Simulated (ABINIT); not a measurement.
**Ga in ABINIT: convergence with cutoff**

Input of the first run (cutoff 7 Ha); the others differ in this setting and in those tied to it:

Contents of run.abi:

```
# Pseudopotentials
pp_dirpath "./"
pseudos "Ga.GGA_PBE-JTH.xml"

# Structure
acell 8.1558103505 8.1558103505 5.9904318151
rprim
     0.3359694209    -0.9418728939     0.0000000000
     0.3359694209     0.9418728939     0.0000000000
     0.0000000000     0.0000000000     1.0000000000
ntypat 1
znucl 31
natom 2
typat 1 1
xred
     0.1330000000     0.8670000000     0.7500000000
     0.8670000000     0.1330000000     0.2500000000
chkprim 0
chksymtnons 0
tolsym 1.0e-6

# Plane-wave basis
ecut 190.479704 eV
pawecutdg 49.2
pawxcdev 0

# k points
kptopt 1
ngkpt 10 10 8
nshiftk 1
shiftk 0.0 0.0 0.0

# Exchange and correlation
ixc 11

# Bands and occupations
nband 17
occopt 3
tsmear 0.05 eV

# SCF cycle
nstep 100
tolvrs 1.0e-9

# Output
iomode 3
prtwf 0
prtden 0
prteig 0
prtebands 0
enunit 2
```

Potentials or basis: JTH PAW PBE v2.0.

Launch:

```bash
$ abinit run.abi > log 2>&1
```

This isn't the form of Ga at room conditions, which is orthorhombic.

Hardware: 1 thread of Arm Neoverse V1, on a shared host.

Task: The values tried are 7 Ha, 8.5 Ha, 10 Ha, 12 Ha, 14.5 Ha, 17 Ha, 19.5 Ha, 23 Ha, 27 Ha, loosest first. From which on does the largest force stay within 0.005 eV/Å of the tightest run that finished?

Result: From 12 Ha on.

```csv
cutoff,"energy less the tightest run, at zero smearing (meV/atom)",largest force (eV/Å),SCF cycles,CPU time (s),peak memory (GiB)
7 Ha,10524.76,0.185,9,18,0.12
8.5 Ha,2359.55,0.097,9,25,0.12
10 Ha,465.15,0.223,10,32,0.13
12 Ha,37.58,0.212,9,41,0.14
14.5 Ha,13.18,0.213,9,58,0.16
17 Ha,7.80,0.213,9,64,0.17
19.5 Ha,4.28,0.213,10,90,0.19
23 Ha,3.49,0.213,10,110,0.22
27 Ha,0.00,0.213,10,140,0.25
```

Not settled before the last step: the energy (to 1 meV/atom). The tightest run that finished is the yardstick and may itself not be fully converged.
